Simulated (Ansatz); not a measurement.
Crystal: WS2 (Tungstenite).

```xyz
6
Lattice="3.1800 0.0000 0.0000 -1.5900 2.7540 0.0000 0.0000 0.0000 12.5000" Properties=species:S:1:pos:R:3 pbc="T T T"
W     1.5900    0.9180    9.3750
W     0.0000    1.8360    3.1250
S     1.5900    0.9180    4.6875
S     0.0000    1.8360   10.9375
S     1.5900    0.9180    1.5625
S     0.0000    1.8360    7.8125
```

- Program: Ansatz 0.2.0
- Task: relaxation of cell and atoms
- Functional: RPBE
- Potentials or basis: Ansatz PAW
- Cutoff: 420 eV (not typed: the program's choice for these potentials)
- k mesh: 10 × 10 × 3
- Occupations: fermi-dirac, width 0.05 eV
- Spin: no spin polarisation

At the start: volume 18.24 Å³/atom.

Task: Where does the relaxation end?

Result: It ends after 13 steps and the volume is 24.10 Å³/atom (+32.1 %); space group P6_3/mmc (No. 194, to 0.05 Å).

Step by step:
| step | energy change (eV) | largest force (eV/Å) | volume (Å³) |
| --- | --- | --- | --- |
| 1 | 0.0000 | 0.2106 | 109.47 |
| 2 | -0.1284 | 0.1312 | 119.52 |
| 3 | -0.2037 | 0.0947 | 123.19 |
| 4 | -0.2350 | 0.0648 | 128.17 |
| 5 | -0.2414 | 0.1211 | 132.12 |
| 6 | -0.2431 | 0.0039 | 131.72 |
| 7 | -0.2597 | 0.0069 | 131.72 |
| 8 | -0.2684 | 0.0009 | 135.67 |
| 9 | -0.2727 | 0.0735 | 140.78 |
| 10 | -0.2737 | 0.0093 | 143.13 |
| 11 | -0.2735 | 0.0117 | 144.63 |
| 12 | -0.2735 | 0.0009 | 144.61 |
| 13 | -0.2765 | 0.0005 | 144.61 |

Final structure:
```
W S
1.0
     3.21074    0.00000    0.00000
    -1.60537    2.78059    0.00000
     0.00000    0.00000   16.19836
W S
2 4
Direct
  0.66667 0.33333 0.75000
  0.33333 0.66667 0.25000
  0.66667 0.33333 0.34708
  0.33333 0.66667 0.84708
  0.66667 0.33333 0.15292
  0.33333 0.66667 0.65292
```

Caveat: the volume moved by over 15 % at a fixed basis, so the end points are rough; the plane-wave basis is chosen anew once the cell has moved, so the energies of steps on either side of that aren't comparable; this functional lacks dispersion, which binds the layers, so the pressure and a relaxed spacing across them are unreliable, and here the layers came unbound; the volume moved by +32 % from the deposited cell, more than functionals usually miss; the PAW data sets come from PBE, with cores solved anew for the run's functional, which leaves a small shift of forces and pressure.
